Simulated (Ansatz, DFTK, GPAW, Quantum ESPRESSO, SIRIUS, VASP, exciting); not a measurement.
**HgTe: programs and potentials compared**

```
Hg Te
1.0
     0.00000    3.21450    3.21450
     3.21450    0.00000    3.21450
     3.21450    3.21450    0.00000
Hg Te
1 1
Direct
  0.00000 0.00000 0.00000
  0.75000 0.75000 0.75000
```

Alike in all runs: task equation of state; functional PBEsol; k mesh 7 × 7 × 7; occupations fermi-dirac, width 0.05 eV; no spin polarisation; no spin-orbit coupling.

```json
{"program and potentials": "SIRIUS, PseudoDojo 0.4.1 PBEsol standard (scalar relativistic)", "plane-wave cutoff (eV)": "1102", "notes": "-", "equilibrium volume (Å³/atom)": "34.55", "bulk modulus (GPa)": "42.2"}
{"program and potentials": "exciting, all-electron LAPW+lo, shipped species files, valence relativity iora*", "plane-wave cutoff (eV)": "-", "notes": "-", "equilibrium volume (Å³/atom)": "34.58", "bulk modulus (GPa)": "41.6"}
{"program and potentials": "SIRIUS, all-electron FP-LAPW, apw+lo standard", "plane-wave cutoff (eV)": "-", "notes": "-", "equilibrium volume (Å³/atom)": "34.47", "bulk modulus (GPa)": "42.5"}
{"program and potentials": "Ansatz, all-electron LAPW, scalar-relativistic", "plane-wave cutoff (eV)": "-", "notes": "-", "equilibrium volume (Å³/atom)": "34.51", "bulk modulus (GPa)": "42.1"}
{"program and potentials": "DFTK, PseudoDojo SR PBEsol 0.4.1 standard (PBEsol)", "plane-wave cutoff (eV)": "1088", "notes": "-", "equilibrium volume (Å³/atom)": "34.55", "bulk modulus (GPa)": "42.2"}
{"program and potentials": "GPAW, PAW data sets generated for this functional", "plane-wave cutoff (eV)": "600", "notes": "-", "equilibrium volume (Å³/atom)": "34.50", "bulk modulus (GPa)": "42.1"}
{"program and potentials": "VASP, PBE PAW files Hg, Te, 520 eV", "plane-wave cutoff (eV)": "520", "notes": "potentials made for PBE", "equilibrium volume (Å³/atom)": "34.62", "bulk modulus (GPa)": "41.9"}
{"program and potentials": "Quantum ESPRESSO, GBRV 1.5 PBEsol", "plane-wave cutoff (eV)": "612", "notes": "-", "equilibrium volume (Å³/atom)": "34.78", "bulk modulus (GPa)": "42.3"}
```

The equilibrium volume spans 34.47 (SIRIUS, all-electron FP-LAPW, apw+lo standard) to 34.78 Å³/atom (Quantum ESPRESSO, GBRV 1.5 PBEsol), with all-electron results at 34.47 to 34.58. The bulk modulus spans 41.6 (exciting, all-electron LAPW+lo, shipped species files, valence relativity iora*) to 42.5 GPa (SIRIUS, all-electron FP-LAPW, apw+lo standard), with all-electron results at 41.6 to 42.5.

The functional is the same throughout but for its coding, so the spread measures potentials, basis and numerics; runs on potential files found faulty are left out.

The two PseudoDojo runs give the same volume and bulk modulus in different plane-wave programs, so the choice of program hardly matters once the potential is fixed. GPAW's 34.50 Å³/atom also lies among the all-electron volumes, whereas GBRV gives the largest cell, at 34.78 Å³/atom. That offset probably originates in the potentials, with mercury a plausible source: its filled d shell is shallow enough to mix with tellurium p states and to polarise in the bond, while relativistic contraction lowers its valence s level. Pseudising these states slightly differently can alter the balance between bonding and closed-shell repulsion, although the volumes alone cannot assign the error to one element or shell.

The larger GBRV cell is not accompanied by a softer lattice, since its bulk modulus of 42.3 GPa is close to the PseudoDojo value. The usual link between expansion and softening therefore does not order these small differences. Close agreement on the equation of state does not establish equal accuracy for the inverted band ordering that makes HgTe a semimetal.
